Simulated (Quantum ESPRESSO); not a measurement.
Nb:

```
Nb
1.0
     0.00000    2.11500    2.11500
     2.11500    0.00000    2.11500
     2.11500    2.11500    0.00000
Nb
1
Direct
  0.00000 0.00000 0.00000
```

This isn't the form of Nb at room conditions, which is bcc.

* Program: Quantum ESPRESSO 7.5
* Task: phonons and electron-phonon coupling
* Functional: PBE
* Potentials or basis: GBRV 1.5 PBE
* Cutoff: 612 eV
* Density cutoff: 4898 eV
* k mesh: 12 × 12 × 12
* Occupations: methfessel-paxton, width 0.272 eV
* Spin: no spin polarisation
* Mixing beta: 0.5
* Most SCF iterations: 120
* SCF threshold: 2e-10 Ry
* q mesh: 4 × 4 × 4

The cell and the atoms were relaxed first, to 18.72 Å³/atom (a = 2.980 Å, b = 2.980 Å, c = 2.980 Å, α = 60.00°, β = 60.00°, γ = 60.00°), and the response was taken there.

**Question.** Is this structure dynamically stable at this level, and how far does the spectrum reach?

**Answer.** No: the interpolated spectrum has imaginary modes, down to 119i cm⁻¹ near q = (0.20, 0.20, 0.40). The highest frequency is 247 cm⁻¹.

Phonon frequencies at the corners of the path (cm⁻¹, interpolated; i marks imaginary ones):
| point | frequencies |
| --- | --- |
| Γ | 0 0 0 |
| X | 130 130 184 |
| W | 25i 182 182 |
| K | 84 166 186 |
| L | 52i 52i 247 |
| U | 84 166 186 |

Phonon states per cell in windows of 20 cm⁻¹ (negative: imaginary):
| from (cm⁻¹) | total |
| --- | --- |
| -120 | 0.07 |
| -100 | 0.18 |
| -80 | 0.17 |
| -60 | 0.21 |
| -40 | 0.13 |
| -20 | 0.10 |
| 0 | 0.09 |
| 20 | 0.09 |
| 40 | 0.11 |
| 60 | 0.14 |
| 80 | 0.17 |
| 100 | 0.18 |
| 120 | 0.20 |
| 140 | 0.20 |
| 160 | 0.17 |
| 180 | 0.38 |
| 200 | 0.28 |
| 220 | 0.13 |
| 240 | 0.01 |

Caveat: some modes are imaginary; the interpolated spectrum has imaginary branches, which spoil the λ, ω_log and α²F that the log prints; λ from interpolated matrix elements is rough: modes that symmetry makes equal can differ by tens of percent.
